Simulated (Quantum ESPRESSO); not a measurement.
# Cr (Im-3m) in Quantum ESPRESSO: reference runs

How does Cr come out in PBE? The cell is run as given and disturbed, then over a range of volumes.

All numbers are computed with Quantum ESPRESSO 7.5; they aren't measurements. Logs are shortened: lines on timing, memory, paths and dates and some standing lists are left out, and cuts for length are marked.

## Step 1: Starting point

It takes space group Im-3m (No. 229, cubic). Conventional cell: a = 2.969 Å, b = 2.969 Å, c = 2.969 Å, α = 90.00°, β = 90.00°, γ = 90.00°. Cr (site symmetry m-3m) has 8 Cr at 2.57 Å as nearest neighbours.

## Step 2: Single point, PBE, collinear spin, ferromagnetic start

Contents of pw.in:

```
&CONTROL
  calculation = 'scf'
  prefix = 'pwscf'
  outdir = './tmp'
  pseudo_dir = './pseudo'
  tprnfor = .true.
  tstress = .true.
  disk_io = 'low'
/
&SYSTEM
  ibrav = 0
  nat = 1
  ntyp = 1
  ecutwfc = 55
  ecutrho = 440
  nbnd = 16
  occupations = 'smearing'
  smearing = 'fd'
  degauss = 0.00367493
  nspin = 2
  starting_magnetization(1) = 0.2143
/
&ELECTRONS
  conv_thr = 2d-10
  electron_maxstep = 120
  mixing_beta = 0.3
/
ATOMIC_SPECIES
Cr    51.9961 cr_pbe_v1.5.uspp.F.UPF
CELL_PARAMETERS angstrom
  -1.4844496776    1.4844496776    1.4844496776
   1.4844496776   -1.4844496776    1.4844496776
   1.4844496776    1.4844496776   -1.4844496776
ATOMIC_POSITIONS crystal
Cr     0.0000000000    0.0000000000    0.0000000000
K_POINTS automatic
12 12 12 0 0 0
```

Contents of pp_density.in:

```
&INPUTPP
  prefix = 'pwscf'
  outdir = './tmp'
  filplot = 'density.dat'
  plot_num = 0
/
&PLOT
  nfile = 1
  filepp(1) = 'density.dat'
  iflag = 3
  output_format = 6
  fileout = 'density.cube'
/
```

Contents of pp_potential.in:

```
&INPUTPP
  prefix = 'pwscf'
  outdir = './tmp'
  filplot = 'potential.dat'
  plot_num = 11
/
&PLOT
  nfile = 1
  filepp(1) = 'potential.dat'
  iflag = 3
  output_format = 6
  fileout = 'potential.cube'
/
```

Contents of pp_spin.in:

```
&INPUTPP
  prefix = 'pwscf'
  outdir = './tmp'
  filplot = 'spin.dat'
  plot_num = 6
/
&PLOT
  nfile = 1
  filepp(1) = 'spin.dat'
  iflag = 3
  output_format = 6
  fileout = 'spin.cube'
/
```

Potentials or basis: SSSP 1.3 efficiency PBE.

The run is started by

```console
> OMP_NUM_THREADS=1 pw.x -in pw.in > pw.out
> OMP_NUM_THREADS=1 pp.x -in pp_density.in > pp_density.out
> OMP_NUM_THREADS=1 pp.x -in pp_potential.in > pp_potential.out
> OMP_NUM_THREADS=1 pp.x -in pp_spin.in > pp_spin.out
```

pw.out:

```text
This program is part of the open-source Quantum ESPRESSO suite
     for quantum simulation of materials; please cite
[... 6 lines left out ...]
     using ibrav=0 with symmetry is DISCOURAGED, use correct ibrav instead

     Subspace diagonalization in iterative solution of the eigenvalue problem:
     a serial algorithm will be used

     G-vector sticks info
     --------------------
     sticks:   dense  smooth     PW     G-vecs:    dense   smooth      PW
     Sum         781     391    155                13811     4897    1205

     Using Slab Decomposition

     bravais-lattice index     =            0
     lattice parameter (alat)  =       4.8588  a.u.
     unit-cell volume          =      88.2984 (a.u.)^3
     number of atoms/cell      =            1
     number of atomic types    =            1
     number of electrons       =        14.00
     number of Kohn-Sham states=           16
     kinetic-energy cutoff     =      55.0000  Ry
     charge density cutoff     =     440.0000  Ry
     scf convergence threshold =      2.0E-10
     mixing beta               =       0.3000
     number of iterations used =            8  plain     mixing
     Exchange-correlation=  SLA  PW   PBX  PBC
                           (   1   4   3   4   0   0   0)

     celldm(1)=   4.858755  celldm(2)=   0.000000  celldm(3)=   0.000000
     celldm(4)=   0.000000  celldm(5)=   0.000000  celldm(6)=   0.000000

     crystal axes: (cart. coord. in units of alat)
               a(1) = (  -0.577350   0.577350   0.577350 )
               a(2) = (   0.577350  -0.577350   0.577350 )
               a(3) = (   0.577350   0.577350  -0.577350 )

     reciprocal axes: (cart. coord. in units 2 pi/alat)
               b(1) = (  0.000000  0.866025  0.866025 )
               b(2) = (  0.866025  0.000000  0.866025 )
               b(3) = (  0.866025  0.866025  0.000000 )

     PseudoPot. # 1 for Cr read from file:
     cr_pbe_v1.5.uspp.F.UPF
     Pseudo is Ultrasoft + core correction, Zval = 14.0
     Generated by new atomic code, or converted to UPF format
     Using radial grid of  857 points,  6 beta functions with:
                l(1) =   0
                l(2) =   0
                l(3) =   1
                l(4) =   1
                l(5) =   2
                l(6) =   2
     Q(r) pseudized with  8 coefficients,  rinner =    0.950   0.950   0.950
                                                       0.950   0.950

     atomic species   valence    mass     pseudopotential
     Cr               14.00    51.99610     Cr( 1.00)

     Starting magnetic structure
     atomic species   magnetization
     Cr              0.214

     48 Sym. Ops., with inversion, found

   Cartesian axes

     site n.     atom                  positions (alat units)
         1        Cr     tau(   1) = (   0.0000000   0.0000000   0.0000000  )

     number of k points=    72  Fermi-Dirac smearing, width (Ry)=  0.0037
                       cart. coord. in units 2pi/alat
        k(    1) = (   0.0000000   0.0000000   0.0000000), wk =   0.0005787
        k(    2) = (   0.0721688   0.0721688   0.0000000), wk =   0.0069444
        k(    3) = (   0.1443376   0.1443376   0.0000000), wk =   0.0069444
        k(    4) = (   0.2165064   0.2165064   0.0000000), wk =   0.0069444
        k(    5) = (   0.2886751   0.2886751   0.0000000), wk =   0.0069444
        k(    6) = (   0.3608439   0.3608439   0.0000000), wk =   0.0069444
[... 64 lines left out ...]
        k(   71) = (  -0.8660254  -0.0721688  -0.0721688), wk =   0.0069444
        k(   72) = (  -0.8660254  -0.8660254  -0.8660254), wk =   0.0005787

     Dense  grid:    13811 G-vectors     FFT dimensions: (  36,  36,  36)

     Smooth grid:     4897 G-vectors     FFT dimensions: (  24,  24,  24)

     Check: negative core charge=   -0.000009
     Generating pointlists ...
     new r_m :   0.4125 (alat units)  2.0042 (a.u.) for type    1

     Initial potential from superposition of free atoms

     starting charge      13.0000, renormalised to      14.0000

     negative rho (up, down):  3.893E-04 2.519E-04
     Starting wfcs are   10 randomized atomic wfcs +    6 random wfcs

     Self-consistent Calculation

     iteration #  1     ecut=    55.00 Ry     beta= 0.30
     Davidson diagonalization with overlap
     ethr =  1.00E-02,  avg # of iterations =  5.5

     negative rho (up, down):  4.215E-04 5.283E-04

     total energy              =    -175.13205503 Ry
     estimated scf accuracy    <       2.43894629 Ry

     total magnetization       =     0.55 Bohr mag/cell
     absolute magnetization    =     0.56 Bohr mag/cell

     iteration #  2     ecut=    55.00 Ry     beta= 0.30
     Davidson diagonalization with overlap
     ethr =  1.00E-02,  avg # of iterations =  1.5

     negative rho (up, down):  3.491E-04 8.158E-04

     total energy              =    -175.43320296 Ry
     estimated scf accuracy    <       0.09260717 Ry

     total magnetization       =     0.92 Bohr mag/cell
     absolute magnetization    =     0.93 Bohr mag/cell

     iteration #  3     ecut=    55.00 Ry     beta= 0.30
     Davidson diagonalization with overlap
     ethr =  6.61E-04,  avg # of iterations =  1.8

     negative rho (up, down):  7.674E-05 6.622E-04

     total energy              =    -175.45988067 Ry
     estimated scf accuracy    <       0.02670672 Ry

     total magnetization       =     0.79 Bohr mag/cell
     absolute magnetization    =     0.80 Bohr mag/cell

     iteration #  4     ecut=    55.00 Ry     beta= 0.30
     Davidson diagonalization with overlap
     ethr =  1.91E-04,  avg # of iterations =  1.6

     negative rho (up, down):  2.067E-04 6.383E-04

     total energy              =    -175.46179170 Ry
     estimated scf accuracy    <       0.05803519 Ry

     total magnetization       =     0.08 Bohr mag/cell
     absolute magnetization    =     0.13 Bohr mag/cell

     iteration #  5     ecut=    55.00 Ry     beta= 0.30
     Davidson diagonalization with overlap
     ethr =  1.91E-04,  avg # of iterations =  2.0

     negative rho (up, down):  1.716E-04 9.401E-04

     total energy              =    -175.48327612 Ry
     estimated scf accuracy    <       0.01913810 Ry

     total magnetization       =     0.14 Bohr mag/cell
     absolute magnetization    =     0.18 Bohr mag/cell

     iteration #  6     ecut=    55.00 Ry     beta= 0.30
     Davidson diagonalization with overlap
     ethr =  1.37E-04,  avg # of iterations =  1.0

     negative rho (up, down):  3.360E-04 3.044E-04

     total energy              =    -175.47720636 Ry
     estimated scf accuracy    <       0.02295010 Ry

     total magnetization       =     0.26 Bohr mag/cell
     absolute magnetization    =     0.30 Bohr mag/cell

     iteration #  7     ecut=    55.00 Ry     beta= 0.30
     Davidson diagonalization with overlap
     ethr =  1.37E-04,  avg # of iterations =  1.1

     negative rho (up, down):  2.897E-04 3.357E-04

     total energy              =    -175.48313467 Ry
     estimated scf accuracy    <       0.00166600 Ry

     total magnetization       =    -0.02 Bohr mag/cell
     absolute magnetization    =     0.02 Bohr mag/cell

     iteration #  8     ecut=    55.00 Ry     beta= 0.30
     Davidson diagonalization with overlap
     ethr =  1.19E-05,  avg # of iterations =  1.5

     negative rho (up, down):  3.395E-04 2.882E-04

     total energy              =    -175.48304672 Ry
     estimated scf accuracy    <       0.00025555 Ry

     total magnetization       =     0.04 Bohr mag/cell
     absolute magnetization    =     0.05 Bohr mag/cell

     iteration #  9     ecut=    55.00 Ry     beta= 0.30
     Davidson diagonalization with overlap
     ethr =  1.83E-06,  avg # of iterations =  2.3

     negative rho (up, down):  3.237E-04 3.040E-04

     total energy              =    -175.48389164 Ry
     estimated scf accuracy    <       0.00036732 Ry

     total magnetization       =    -0.05 Bohr mag/cell
     absolute magnetization    =     0.05 Bohr mag/cell

     iteration # 10     ecut=    55.00 Ry     beta= 0.30
     Davidson diagonalization with overlap
     ethr =  1.83E-06,  avg # of iterations =  1.0

     negative rho (up, down):  3.137E-04 3.132E-04

     total energy              =    -175.48399927 Ry
     estimated scf accuracy    <       0.00005469 Ry

     total magnetization       =    -0.02 Bohr mag/cell
     absolute magnetization    =     0.02 Bohr mag/cell

     iteration # 11     ecut=    55.00 Ry     beta= 0.30
     Davidson diagonalization with overlap
     ethr =  3.91E-07,  avg # of iterations =  1.1

     negative rho (up, down):  3.135E-04 3.136E-04

     total energy              =    -175.48402292 Ry
     estimated scf accuracy    <       0.00000082 Ry

     total magnetization       =    -0.00 Bohr mag/cell
     absolute magnetization    =     0.00 Bohr mag/cell

     iteration # 12     ecut=    55.00 Ry     beta= 0.30
     Davidson diagonalization with overlap
     ethr =  5.86E-09,  avg # of iterations =  1.5

     negative rho (up, down):  3.137E-04 3.134E-04

     total energy              =    -175.48402301 Ry
     estimated scf accuracy    <       0.00000009 Ry

     total magnetization       =    -0.00 Bohr mag/cell
     absolute magnetization    =     0.00 Bohr mag/cell

     iteration # 13     ecut=    55.00 Ry     beta= 0.30
     Davidson diagonalization with overlap
     ethr =  6.18E-10,  avg # of iterations =  1.4

     negative rho (up, down):  3.138E-04 3.134E-04

     total energy              =    -175.48402304 Ry
     estimated scf accuracy    <       0.00000001 Ry

     total magnetization       =    -0.00 Bohr mag/cell
     absolute magnetization    =     0.00 Bohr mag/cell

     iteration # 14     ecut=    55.00 Ry     beta= 0.30
     Davidson diagonalization with overlap
     ethr =  1.03E-10,  avg # of iterations =  1.0

     negative rho (up, down):  3.136E-04 3.136E-04

     total energy              =    -175.48402306 Ry
     estimated scf accuracy    <       0.00000002 Ry

     total magnetization       =    -0.00 Bohr mag/cell
     absolute magnetization    =     0.00 Bohr mag/cell

     iteration # 15     ecut=    55.00 Ry     beta= 0.30
     Davidson diagonalization with overlap
     ethr =  1.03E-10,  avg # of iterations =  1.2

     negative rho (up, down):  3.136E-04 3.136E-04

     Magnetic moment per site  (integrated on atomic sphere of radius R)
     atom   1 (R=0.413)  charge= 12.3118  magn= -0.0000

     End of self-consistent calculation

     Number of k-points >= 100: set verbosity='high' to print the bands.

     the Fermi energy is    16.7797 ev

!    total energy              =    -175.48402307 Ry
     estimated scf accuracy    <          1.3E-10 Ry
     smearing contrib. (-TS)   =      -0.00044936 Ry
     internal energy E=F+TS    =    -175.48357371 Ry

     The total energy is F=E-TS. E is the sum of the following terms:
     one-electron contribution =     -65.33024333 Ry
     hartree contribution      =      39.31341115 Ry
     xc contribution           =     -22.32983369 Ry
     ewald contribution        =    -127.13690784 Ry

     total magnetization       =    -0.00 Bohr mag/cell
     absolute magnetization    =     0.00 Bohr mag/cell

     convergence has been achieved in  15 iterations

     negative rho (up, down):  3.136E-04 3.136E-04

     Forces acting on atoms (cartesian axes, Ry/au):

     atom    1 type  1   force =     0.00000000    0.00000000    0.00000000

     Total force =     0.000000     Total SCF correction =     0.000000

     Computing stress (Cartesian axis) and pressure

     negative rho (up, down):  3.136E-04 3.136E-04
          total   stress  (Ry/bohr**3)                   (kbar)     P=     -248.31
  -0.00168799  -0.00000000  -0.00000000         -248.31       -0.00       -0.00
  -0.00000000  -0.00168799  -0.00000000           -0.00     -248.31       -0.00
  -0.00000000  -0.00000000  -0.00168799           -0.00       -0.00     -248.31

=------------------------------------------------------------------------------=
   JOB DONE.
=------------------------------------------------------------------------------=
```

Wall time 40 s (1 thread of AMD EPYC 7R43 (Zen 3), shared host); peak memory 0.12 GiB.

Results:

```
Free energy                                           : -2387.5818 eV
Pressure                                              : -24.8 GPa
Band gap on the k mesh                                : none (metal or under the smearing width)
Net moment                                            : 0.00 μB per cell
Absolute moment                                       : 0.00 μB per cell
Valence electrons inside the program's atomic spheres : Cr 12.31
```

Caveat: the starting moments collapsed, and a magnetic state may lie lower; so large a pressure means that the cell lies far from this level's equilibrium, or that cutoff or potentials fall short.

(Part 1 of 2 ends here.)
